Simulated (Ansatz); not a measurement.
Ca:

```
CELL_PARAMETERS angstrom
-2.24000 2.24000 2.24000
2.24000 -2.24000 2.24000
2.24000 2.24000 -2.24000
ATOMIC_POSITIONS crystal
Ca 0.00000 0.00000 0.00000
```

This isn't the form of Ca at room conditions, which is fcc.

```yaml
Program: Ansatz 0.2.0
Task: relaxation of cell and atoms
Functional: PBE
Dispersion: D3(BJ)
Potentials_or_basis: Ansatz PAW earlier set
Cutoff: "520 eV (not typed: the program's choice for these potentials)"
k_mesh: 8 × 8 × 8
Occupations: cold, width 0.05 eV
Spin: collinear spin, ferromagnetic start
Starting_moments: "[0.5] μB"
```

At the start: volume 44.96 Å³/atom.

Q: Where does the relaxation end?

A: It ends after 5 steps and the volume is 39.86 Å³/atom (-11.3 %); space group Im-3m (No. 229, to 0.05 Å); moment 0.09 μB per cell.

Step by step:
```tsv
step	energy change (eV)	largest force (eV/Å)	volume (Å³)
1	0.0000	0.0000	44.96
2	-0.0174	0.0000	43.02
3	-0.0289	0.0000	39.65
4	-0.0289	0.0000	39.86
5	-0.0288	0.0000	39.86
```

Final structure:
```yaml
crystal:
  lattice:
    - [-2.15198, 2.15198, 2.15198]
    - [2.15198, -2.15198, 2.15198]
    - [2.15198, 2.15198, -2.15198]
  atoms:
    - { symbol: Ca, position: [0.00000, 0.00000, 0.00000] }
```

Caveat: the plane-wave basis is chosen anew once the cell has moved, so the energies of steps on either side of that aren't comparable.
